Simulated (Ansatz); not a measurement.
**Mg under changes of volume**

One of the cells (22.644 Å³/atom); the others are scaled copies at fixed shape and fractional positions:

```xyz
1
Lattice="-1.8360 1.8360 1.6794 1.8360 -1.8360 1.6794 1.8360 1.8360 -1.6794" Properties=species:S:1:pos:R:3 pbc="T T T"
Mg    0.0000    0.0000    0.0000
```

This isn't the form of Mg at room conditions, which is hcp.

```yaml
Program: Ansatz 0.2.0
Functional: m-r2SCAN
Potentials_or_basis: SPMS NC
Cutoff: "762 eV (not typed: the program's choice for these potentials)"
k_mesh: 11 × 11 × 11
Occupations: gaussian, width 0.01 eV
Spin: no spin polarisation
```

```tsv
volume (Å³/atom)	energy over the lowest point (meV/atom)	pressure (GPa)
21.286	?	?
21.738	9.89	2.5
22.191	4.14	1.6
22.644	0.93	0.7
23.097	0.00	0.0
23.550	1.07	-0.7
24.003	4.01	-1.4
```

Task: What does the run at 21.286 Å³/atom give?

Result: Energy over the lowest point 18.43 meV/atom; pressure 3.5 GPa.

Worked out: A Birch-Murnaghan fit of order 3 (a polynomial in V^(-2/3)) to the other rows has its minimum at 23.07 Å³/atom with B0 = V·E''(V) = 37 GPa and B' = 4.5 at fixed shape and positions, which overstates the stiffness. It gives 18.43 meV/atom at 21.286 Å³/atom, against the run's 18.43, and -dE/dV = 3.6 GPa, against 3.5.

Energies are extrapolated to zero smearing.

Caveats: the meta-GGA runs on potentials made for a GGA; the potentials were made for another functional, which shifts forces and pressure.
